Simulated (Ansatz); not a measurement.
Runs of Ansatz 0.2.0 on SiNi. It takes space group Pnma (No. 62, orthorhombic). Conventional cell: a = 5.173 Å, b = 3.338 Å, c = 5.605 Å, α = 90.00°, β = 90.00°, γ = 90.00°. Ni (site symmetry m) is surrounded by 6 Si at 2.28 to 2.40 Å. Si (site symmetry m) is surrounded by 6 Ni at 2.28 to 2.40 Å. 

```csv
task,level,cell,cutoff (eV),smearing,points for each segment of the path,gap on the mesh (eV),pressure (GPa),moment (μB),largest force (eV/Å)
single point,PBE,as given,420,gaussian 0.012 eV,-,none,1.7,0.00,0.05
relaxation of cell and atoms,PBE+D3(BJ),relaxed,420,fermi-dirac 0.05 eV,-,none,0.0,0.00,-
single point,PBE,as given,420,gaussian 0.014 eV,-,none,1.7,0.00,0.05
band structure,r2SCAN,as given,500,fermi-dirac 0.05 eV,10,none,-3.2,0.00,(a)
single point,PBE,as given,420,gaussian 0.013 eV,-,none,1.7,0.00,0.05
```

Alike in all rows: potentials or basis Ansatz PAW; spin collinear, ferromagnetic start; k mesh 5 × 8 × 5.

Q: Fill in the values left out.

A: (a) 0.15.

Caveats: the starting moments weren't kept; the plane-wave basis is chosen anew once the cell has moved, so the energies of steps on either side of that aren't comparable (some runs); pairwise dispersion overbinds metals, which lowers pressure and volume (some runs); the magnetic or orbital state may not be the lowest (some runs); the PAW data sets come from PBE, with cores solved anew for the run's functional, which leaves a small shift of forces and pressure (some runs).

A gap of «none» marks a metal or a gap under the smearing width.
